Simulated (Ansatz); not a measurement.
Input of an Ansatz 0.2.0 run:

Contents of input.yaml:

```yaml
crystal:
  lattice:
    - [2.74841, 0.0, 0.0]
    - [0.0, 2.74841, 0.0]
    - [0.0, 0.0, 2.74841]
  atoms:
    - { symbol: Au, position: [0.5, 0.5, 0.5] }
hamiltonian:
  xc: pbe
  pseudopotentials: { kind: paw }
kpoints:
  mp_grid: { grid: [10, 10, 10] }
scf:
  occupations: { method: gaussian, width: 0.025 }
output:
  forces: true
  stress: true
  eigenvalues: true
```

Potentials or basis: Ansatz PAW.

Run with:

```console
$ ansatz run input.yaml --threads 2 --pin off --max-ram 5632MiB --backend cpu --events-out ev --progress --plain --runs-dir out
```

What does it give for the band gap on the k mesh?

None (metal or under the smearing width).

Predict the pressure.

0.2 GPa.

Spin-orbit coupling is left out, which matters for the levels of Au.
